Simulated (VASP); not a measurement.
Here is a VASP 6.6.1 calculation.

POSCAR

```
Ir
1.0
   -1.5360995062      1.5360995062      1.5360995062
    1.5360995062     -1.5360995062      1.5360995062
    1.5360995062      1.5360995062     -1.5360995062
Ir
1
Direct
    0.0000000000      0.0000000000      0.0000000000
```

The input INCAR.step1:

```
SYSTEM = Ir
  PREC = Accurate
  ENCUT = 520
  EDIFF = 1E-5
  ISMEAR = 0
  SIGMA = 0.05
  LREAL = .FALSE.
  LASPH = .TRUE.
  NELM = 100
  ALGO = Normal
  ISIF = 2
  LWAVE = .TRUE.
  NBANDS = 10
  GGA = PE
```

Contents of INCAR.step2:

```
SYSTEM = Ir
  PREC = Accurate
  ENCUT = 520
  EDIFF = 1E-6
  ISMEAR = 0
  SIGMA = 0.05
  LREAL = .FALSE.
  LASPH = .TRUE.
  NELM = 100
  ALGO = Normal
  ISIF = 2
  LWAVE = .FALSE.
  LCHARG = .TRUE.
  GGA = PE
  LHFCALC = .TRUE.
  HFSCREEN = 0.2079
  PRECFOCK = Normal
  LELF = .TRUE.
  LVHAR = .TRUE.
  NBANDS = 10
  ISTART = 1
```

KPOINTS

```
regular mesh
0
G
  10 10 10
  0 0 0
```

Potentials or basis: VASP PAW PBE potentials, release 64 (Ir).

Launch:

```console
$ cat potpaw_PBE.64/Ir/POTCAR > POTCAR
$ cp INCAR.step1 INCAR
$ mpirun -np 1 vasp_std > vasp.out
$ cp INCAR.step2 INCAR
$ mpirun -np 1 vasp_std > vasp.out
```

(1) What does it give for the band gap on the k mesh?

(2) Predict the pressure.

Answers

(1) none (metal or under the smearing width).

(2) 2.2 GPa.

Caveat: the PAW data sets were made with another functional, which shifts forces and pressure a little.
